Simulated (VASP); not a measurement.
Input of a VASP 6.6.1 run:

Contents of INCAR:

```
PREC = Accurate ; ENCUT = 520
EDIFF = 1E-7 ; ISMEAR = 0
SIGMA = 0.02 ; LREAL = Auto
LASPH = True ; NELM = 60
ALGO = Fast ; ISIF = 2
LWAVE = False ; LCHARG = False
GGA = PS ; NBANDS = 114
```

KPOINTS

```
regular mesh
0
Gamma
  2 2 2
```

The input POSCAR:

```
SrCl2
1.0
    0.0000000000      6.9076600718     -6.9076600718
    6.9076600718      6.9076600718      0.0000000000
    6.9076600718      0.0000000000     -6.9076600718
Sr Cl
8 16
Direct
    0.5000000000      0.0000000000      0.0000000000
    0.5000000000      0.5000000000      0.0000000000
    1.0000000000      0.0000000000      0.0000000000
    1.0000000000      0.5000000000      0.0000000000
    0.5000000000      0.0000000000      0.5000000000
    0.5000000000      0.5000000000      0.5000000000
    1.0000000000      0.0000000000      0.5000000000
    1.0000000000      0.5000000000      0.5000000000
    0.1250000000      0.1250000000      0.1250000000
    0.1250000000      0.6250000000      0.1250000000
    0.6250000000      0.1250000000      0.1250000000
    0.6250000000      0.6250000000      0.1250000000
    0.1250000000      0.1250000000      0.6250000000
    0.1250000000      0.6250000000      0.6250000000
    0.6250000000      0.1250000000      0.6250000000
    0.6250000000      0.6250000000      0.6250000000
    0.3750000000      0.3750000000      0.3750000000
    0.3750000000      0.8750000000      0.3750000000
    0.8750000000      0.3750000000      0.3750000000
    0.8750000000      0.8750000000      0.3750000000
    0.3750000000      0.3750000000      0.8750000000
    0.3750000000      0.8750000000      0.8750000000
    0.8750000000      0.3750000000      0.8750000000
    0.8750000000      0.8750000000      0.8750000000
```

Potentials or basis: VASP PAW PBE potentials, release 64 (Sr_sv, Cl).

The run is started by

```bash
$ cat potpaw_PBE.64/Sr_sv/POTCAR potpaw_PBE.64/Cl/POTCAR > POTCAR
$ mpirun -np 1 vasp_std > vasp.out
```

Estimate the band gap on the k mesh.

5.24 eV.

Estimate the pressure.

0.2 GPa.

Caveat: the PAW data sets were made with another functional, which shifts forces and pressure a little.
